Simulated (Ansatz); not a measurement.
**Nb: a prediction, then the measurements**

The calculation used DFT PBEsol, scalar-relativistic, plane waves, PAW (Ansatz).

Settings: cutoff 420 eV, Γ-centred mesh 18×18×18 on the computed 1-atom cell, Gaussian smearing of 0.10 eV; no spin polarisation.

Relaxed structure, symmetry kept:

```yaml
crystal:
  lattice:
    - [-1.63622, 1.63622, 1.63622]
    - [1.63622, -1.63622, 1.63622]
    - [1.63622, 1.63622, -1.63622]
  atoms:
    - { symbol: Nb, position: [0.00000, 0.00000, 0.00000] }
```

- Space group: Im-3m (No. 229)
- Volume per atom: 17.52 Å³
- Formation energy from the elements' standard states (uncorrected): +0.002 eV/atom
- Kohn–Sham band gap: none (metal)
- Density of states at the Fermi level: 1.43 states/eV per cell
- Löwdin character within 0.5 eV of the Fermi level: Nb 4d 86 %, Nb 5s 10 %
- Bulk modulus: 180 GPa
- Its pressure derivative: 3.6
- Bader charges (e): Nb (1 in the cell) 0.00

**Measured values to compare with.**

From “On the preparation and electronic properties of clean superconducting Nb(110) surfaces”, 2019, arxiv:1906.07796, for a bulk crystal of Nb: lattice constant a 3.296 Å.

From “Pressure effects on the electronic structure and superconductivity of (TaNb)0.67(HfZrTi)0.33 high entropy alloy”, 2019, arxiv:1910.08312, for a bulk crystal of Nb: bulk modulus 169 GPa.

Measured lattice constant a of Nb: 3.296 Å (quoted in the paper above). This calculation gives 3.272 Å (-0.7 %). The calculation is for 0 K without zero-point motion. A measured bulk modulus of Nb is 169 GPa (quoted in the paper above); the calculated 180 GPa misses it by +6.4 %.